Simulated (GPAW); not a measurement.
# Sb (P2_1/m) in GPAW: single point with PBEsol

Aim: the single point of Sb with PBEsol.

Everything below comes from runs of GPAW 26.7.0. Logs are shortened: lines on timing, memory, paths and dates and some standing lists are left out, and cuts for length are marked. The log counts tension as positive stress, the text compression.

**1. Starting point**

Symmetry: P2_1/m, No. 11, monoclinic system. The conventional cell has a = 4.528 Å, b = 4.421 Å, c = 6.500 Å, α = 90.00°, β = 101.72°, γ = 90.00°. Sb (site symmetry m) has 3 Sb at 2.92 to 2.98 Å as nearest neighbours. Around Sb (site symmetry m) lie 3 Sb at 2.92 to 2.98 Å.

This isn't the form of Sb at room conditions, which is rhombohedral.

**2. Single point, PBEsol**

Contents of run.py:

```python
from ase import Atoms
from ase.dft.bandgap import bandgap
from ase.io import write
from ase.units import GPa
from gpaw import GPAW, PW, setup_paths

setup_paths.insert(0, '.')

atoms = Atoms(['Sb', 'Sb', 'Sb', 'Sb'],
              cell=[[4.5277, 0.0, 0.0],
                    [0.0, 4.4211, 0.0],
                    [-1.320519, 0.0, 6.364348]],
              scaled_positions=[[0.33993, 0.25, 0.68367],
                                [0.936638, 0.75, 0.762758],
                                [0.063362, 0.25, 0.237242],
                                [0.66007, 0.75, 0.31633]],
              pbc=True)

calc = GPAW(mode=PW(450),
            xc='PBEsol',
            kpts={'size': (4, 4, 3), 'gamma': True},
            occupations={'name': 'fermi-dirac', 'width': 0.05},
            nbands=46,
            maxiter=120,
            txt='gpaw.txt')
atoms.calc = calc
energy = atoms.get_potential_energy()
forces = atoms.get_forces()
stress = atoms.get_stress()
calc.write('gs.gpw')
write('result.traj', atoms)
print(f'Energy: {energy:.6f} eV')
print('Forces (eV/A):')
print(forces.round(4))
print('Stress (GPa):', (stress / GPa).round(3))
print('Fermi level:', round(calc.get_fermi_level(), 4), 'eV')
print(f'Gap: {bandgap(calc)[0]:.4f} eV, direct: {bandgap(calc, direct=True)[0]:.4f} eV')
```

Potentials or basis: PAW data sets generated in the run's folder for this functional, pw.

Started as:

```console
$ gpaw-setup -f PBEsol Sb
$ OMP_NUM_THREADS=1 python run.py
```

gpaw.txt:

```text
__  _  _
 | _ |_)|_||  |
 |__||  | ||/\| - 26.7.0

Input parameters:
  mode=PW(ecut=450.00000000000006),
  kpts=MonkhorstPack(size=(4, 4, 3), gamma=True),
  maxiter=120,
  nbands=46,
  occupations=Occupations(name='fermi-dirac', width=0.05),
  xc=XC(name='PBEsol')

Diagonalizing LCAO Hamiltonian
Converting LCAO to pw mode

                 Sb

         Sb
               Sb

       Sb

Atoms  # Å, Bohr magnetons
|   | symbol |         x |        y |        z |    initial magnetic moments |
|---|--------|-----------|----------|----------|-----------------------------|
| 0 |     Sb |  0.636302 | 1.105275 | 4.351114 | ( 0.0000,  0.0000,  0.0000) |
| 1 |     Sb |  3.233579 | 3.315825 | 4.854457 | ( 0.0000,  0.0000,  0.0000) |
| 2 |     Sb | -0.026398 | 1.105275 | 1.509891 | ( 0.0000,  0.0000,  0.0000) |
| 3 |     Sb |  2.570879 | 3.315825 | 2.013234 | ( 0.0000,  0.0000,  0.0000) |

Unit cell  # Å
| periodic |         x |        y |        z |  lengths |     angles |
|----------|-----------|----------|----------|----------|------------|
|      yes |  4.527700 | 0.000000 | 0.000000 | 4.527700 |  90.000000 |
|      yes |  0.000000 | 4.421100 | 0.000000 | 4.421100 | 101.721803 |
|      yes | -1.320519 | 0.000000 | 6.364348 | 6.499900 |  90.000000 |

Number of symmetries: 2
Symmetry operations  # r_c * U_cc + t_c -> r_c
|   | kind |            matrix            |
|---|------|------------------------------|
| 0 |  E   |  1, 0, 0,  0, 1, 0,  0, 0, 1 |
| 1 |  i   | -1, 0, 0,  0,-1, 0,  0, 0,-1 |

BZ-sampling:
  Number of BZ points: 48
  Number of IBZ points: 26

  Monkhorst-Pack size: [4, 4, 3]
  Monkhorst-Pack shift: [0.125, 0.125, 0.0]

K-points  # in reciprocal-cell coordinates
|     |                                coordinates |     weight |
|-----|--------------------------------------------|------------|
|   0 | (  0.00000000,   0.00000000,   0.00000000) | 0.02083333 |
|   1 | (  0.00000000,   0.00000000,   0.33333333) | 0.04166667 |
|   2 | (  0.00000000,   0.25000000,  -0.33333333) | 0.04166667 |
|   3 | (  0.00000000,   0.25000000,   0.00000000) | 0.04166667 |
|   4 | (  0.00000000,   0.25000000,   0.33333333) | 0.04166667 |
|   5 | (  0.00000000,   0.50000000,   0.00000000) | 0.02083333 |
|   6 | (  0.00000000,   0.50000000,   0.33333333) | 0.04166667 |
|   7 | (  0.25000000,  -0.25000000,  -0.33333333) | 0.04166667 |
|   8 | (  0.25000000,  -0.25000000,   0.00000000) | 0.04166667 |
|   9 | (  0.25000000,  -0.25000000,   0.33333333) | 0.04166667 |
| ... |                                            |            |
|  25 | (  0.50000000,   0.50000000,   0.33333333) | 0.04166667 |

Plane wave coefficients: 2781
Cutoff: 450.00000000000006 eV

Spin-components: 1 (collinear spins)
Bands:           46
Projectors:      24
Spin-degeneracy: 2
Datatype:        complex128

Parallelization:
  kpt:    1
  domain: 1
  band:   1

Density:
  Valence electrons: 60.0
  Components: 1
  Grid points: [24 24 32]
  Charge: 0.0  # |e|

Potential:
  Grid points: [24 24 32]

species:
  Sb:
    name:    Antimony
    Z:       51.0
    valence: 15
    core:    36
    charge:  0.0  # [|e|]
    compensation charges:
      type: gauss
      rc: 0.36  # [Å]
      lmax: 2
    cutoffs:
      filter: 2.23  # [Å]
      core: 2.23  # [Å]
    projectors
    | kind |    occ | energy [eV] | rcut [Å] |
    |------|--------|-------------|----------|
    |   5s |  2.000 |     -12.861 |    1.154 |
    |   5p |  3.000 |      -4.846 |    1.233 |
    |   4d | 10.000 |     -33.456 |    1.196 |
    |    s |        |      14.351 |    1.154 |
    |    p |        |      22.365 |    1.233 |
    |    d |        |      -6.245 |    1.196 |

    Using partial waves for Sb as LCAO basis

Reference energy: -704819.133848  # eV

eigensolver:
  PPCG
  Converge bands: occupied
  niter=2

density mixing:
  MSR1-Mixer
  Pratt-step length: 0.05
  Maximum mixing coefficient: 0.75
  Old densities: 10
  SVD Regularization: 0.005
  Good broyden scale: 1.0
  Trust region scale: 1.0
  Backstep threshold: 4.0
  History deletion threshold: 6.0
  Fourier metric: weight=20.0, sigma=0.015

occupation numbers:
  Fermi-Dirac:
    width: 0.0500  # eV

poisson solver:
  ecut: 3600.0000000000005  # eV

xc functional:
  name: PBEsol with 2 nearest neighbor stencil

convergence criteria:
- Maximum [total energy] change in last 3 cyles: 0.0005 eV / valence electron
- Maximum integral of absolute [dens]ity change: 0.0001 electrons / valence electron
- Maximum integral of absolute [eigenst]ate change: 4e-08 eV^2 / valence electron
maximum number of iterations: 120

SCF iterations
|iter     | |      energy | eigst |  dens |
|---------|-|-------------|-------|-------|
|iter:   1| |  -18.578689 | +0.49 |       |
|iter:   2| |  -18.748068 | -1.15 | -1.67 |
|iter:   3| |  -18.963836 | -1.26 | -1.71 |
|iter:   4| |  -18.723506 | -1.46 | -1.70 |
|iter:   5| |  -18.723887 | -2.72 | -2.13 |
|iter:   6| |  -18.717931c| -3.06 | -2.43 |
|iter:   7| |  -18.717834c| -4.17 | -2.95 |
|iter:   8| |  -18.717841c| -5.19 | -3.51 |
|iter:   9| |  -18.717846c| -6.19 | -4.14c|
|iter:  10| |  -18.717846c| -7.27 | -4.67c|
|iter:  11| |  -18.717846c| -7.93c| -5.30c|

Converged in 11 steps
Energy contributions relative to reference atoms: (reference = -704819.133848)

Energy contributions:
  Kinetic:          -6.336737
  Coulomb:           2.116645
  Zero:              0.749472
  External:          0.000000
  Xc:              -15.239901
  Entropy:          -0.014650
  Spinorbit:         0.000000
  ----------------------------
  Free energy:     -18.725171
  Extrapolated:    -18.717846

dipole moment: (-0.000001, -0.000002, -0.000003)  # |e|*Ang

Fermi level: 5.804
Eigenvalues  # (at kpt = [0.000, 0.000, 0.000])
| band index |      eig [eV] | occ [0-2] |
|------------|---------------|-----------|
|          0 |       -23.132 |     2.000 |
|        ... |               |           |
|         21 |        -3.832 |     2.000 |
|         22 |        -1.355 |     2.000 |
|         23 |        -0.431 |     2.000 |
|         24 |         1.726 |     2.000 |
|         25 |         2.535 |     2.000 |
|         26 |         3.202 |     2.000 |
|         27 |         3.829 |     2.000 |
|         28 |         4.592 |     2.000 |
|         29 |         5.827 |     0.781 |
|         30 |         7.974 |     0.000 |
|         31 |         8.653 |     0.000 |
|         32 |         8.892 |     0.000 |
|         33 |         8.990 |     0.000 |
|         34 |         9.040 |     0.000 |
|         35 |         9.459 |     0.000 |
|         36 |         9.898 |     0.000 |
|        ... |               |           |
|         45 |        15.493 |     0.000 |

No gap
No difference between direct/indirect transitions

Forces  # eV/Ang
|        x |        y |        z |
|----------|----------|----------|
| -0.02419 | -0.00001 | -0.03001 |  # Sb   0
|  0.07236 |  0.00002 | -0.09869 |  # Sb   1
| -0.07236 | -0.00002 |  0.09869 |  # Sb   2
|  0.02419 |  0.00001 |  0.03001 |  # Sb   3

Stress tensor  # eV/Ang^3
|         x |         y |         z |
|-----------|-----------|-----------|
|  0.029125 | -0.000000 |  0.000166 |
| -0.000000 |  0.025991 | -0.000000 |
|  0.000166 | -0.000000 |  0.024180 |

# Writing to gs.gpw (mode='')
```

It took 59 s on 1 thread of Arm Neoverse V2, shared host; peak memory 0.21 GiB.

What came out:

* Free energy: -18.7252 eV
* Pressure: -4.2 GPa
* Largest force: 0.122 eV/Å
* Band gap on the k mesh: none (metal or under the smearing width)

Forces in eV/Å, atoms in the order of the input:
```
Sb  -0.024  0.000 -0.030
Sb   0.072  0.000 -0.099
Sb  -0.072  0.000  0.099
Sb   0.024  0.000  0.030
```

Caveat: the cutoff is short for stress and forces, so pressures can be off by a GPa or more. The run has no spin-orbit coupling, so splittings on Sb are missing.
